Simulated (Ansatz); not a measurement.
SiNi: relaxation of cell and atoms with PBE+D3(BJ)-ATM

The system is SiNi.

```
Ni Si
1.0
     5.17310    0.00000    0.00000
     0.00000    3.33810    0.00000
     0.00000    0.00000    5.60490
Ni Si
4 4
Direct
  0.99221 0.75000 0.81248
  0.50779 0.25000 0.31248
  0.49221 0.75000 0.68752
  0.00779 0.25000 0.18752
  0.67872 0.25000 0.91750
  0.82128 0.75000 0.41750
  0.17872 0.25000 0.58250
  0.32128 0.75000 0.08250
```

- Program: Ansatz 0.2.0
- Task: relaxation of cell and atoms
- Functional: PBE
- Dispersion: D3(BJ)-ATM
- Potentials or basis: Ansatz PAW
- Cutoff: 420 eV (not typed: the program's choice for these potentials)
- k mesh: 5 × 8 × 5
- Occupations: fermi-dirac, width 0.05 eV
- Spin: collinear spin, ferromagnetic start
- Starting moments: [1.0, 1.0, 1.0, 1.0, 0.0, 0.0, 0.0, 0.0] μB

The relaxed volume is 11.88 Å³/atom, the relaxed cell is a = 5.083 Å, b = 3.375 Å, c = 5.538 Å, α = 90.00°, β = 90.00°, γ = 90.00° and the space group after relaxing (to 0.05 Å) is Pnma (No. 62). The energy gained by relaxing is 4.1 meV/atom, the ionic steps are 6 and the pressure after relaxing is 0.0 GPa. The band gap on the k mesh is none (metal or under the smearing width), the net moment is 0.00 μB per cell and the absolute moment is 0.00 μB per cell.

The path:
```tsv
step	energy change (eV)	largest force (eV/Å)	volume (Å³)
1	0.0000	0.0666	96.79
2	-0.0255	0.0552	95.82
3	-0.0332	0.0342	94.83
4	-0.0335	0.0124	94.98
5	-0.0336	0.0018	95.01
6	-0.0330	0.0018	95.01
```

Final structure:
```
Ni Si
1.0
     5.08325    0.00000    0.00000
     0.00000    3.37490    0.00000
     0.00000    0.00000    5.53790
Ni Si
4 4
Direct
  0.99036 0.75000 0.81255
  0.50964 0.25000 0.31255
  0.49036 0.75000 0.68745
  0.00964 0.25000 0.18745
  0.67766 0.25000 0.91317
  0.82234 0.75000 0.41317
  0.17766 0.25000 0.58683
  0.32234 0.75000 0.08683
```

Levels at points of the mesh, in eV from the Fermi level:
Spin up:
```tsv
k point	band 41	band 42	band 43	band 44	band 45	band 46	band 47	band 48
(0.00, 0.00, 0.00)	-1.81	-1.40	-1.15	-0.93	0.66	1.36	3.24	3.72
(0.00, -0.50, 0.00)	-1.99	-1.99	-1.45	-1.45	-0.60	-0.60	2.03	2.03
```
Spin down:
```tsv
k point	band 42	band 43	band 44	band 45	band 46	band 47
(0.00, 0.00, 0.00)	-1.40	-1.15	-0.93	0.66	1.36	3.24
(0.00, -0.50, 0.00)	-1.99	-1.45	-1.45	-0.60	-0.60	2.03
```

Run time: 64 s on 4 threads of Arm Neoverse V2, on a shared host, peak memory 0.69 GiB.

The cell as given is a measured one (12.10 Å³/atom); PBE+D3(BJ)-ATM puts the equilibrium volume -1.8 % from it, thermal expansion not counted.

Caveat: the plane-wave basis is chosen anew once the cell has moved, so the energies of steps on either side of that aren't comparable; pairwise dispersion overbinds metals, which lowers pressure and volume; the starting moments weren't kept.
